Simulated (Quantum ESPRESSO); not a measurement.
Runs of Quantum ESPRESSO 7.5 on Ca. It takes space group Fm-3m (No. 225, cubic). The conventional cell has a = 5.588 Å, b = 5.588 Å, c = 5.588 Å, α = 90.00°, β = 90.00°, γ = 90.00°. Around Ca (site symmetry m-3m) lie 12 Ca at 3.95 Å. 

```csv
task,level,potentials or basis,cell,k mesh,cutoff (eV),smearing,form of the LDA correlation,q mesh,iterations,k mesh for the Wannier functions,gap on the mesh (eV),pressure (GPa)
phonon dispersion,LDA,JTH 2.0 LDA,relaxed,8 × 8 × 8,490,cold 0.272 eV,PW92,4 × 4 × 4,-,-,none,-0.2
energy-loss spectrum,PBEsol,PseudoDojo 0.4 SR PBEsol stringent,as given,6 × 6 × 6,925,methfessel-paxton 0.272 eV,-,-,200,-,none,-1.2
Wannier functions,LDA,JTH 2.0 LDA,as given,6 × 6 × 6,490,fermi-dirac 0.05 eV,PW92,-,-,5 × 5 × 5,none,-2.4
energy-loss spectrum,PBEsol,PseudoDojo 0.4.1 SR PBEsol standard,volume scaled by 1.25,6 × 6 × 6,925,methfessel-paxton 0.272 eV,-,-,200,-,none,(a)
```

Alike in all rows: no spin polarisation.

Q: Estimate the missing entries.

A: (a) -3.2.

Caveats: the cutoff is low for these files, which shifts pressure and relaxed volume (some runs); the Lanczos chain is short for so many electrons, so humps in the spectrum may be artefacts (some runs).

A gap of «none» marks a metal or a gap under the smearing width.
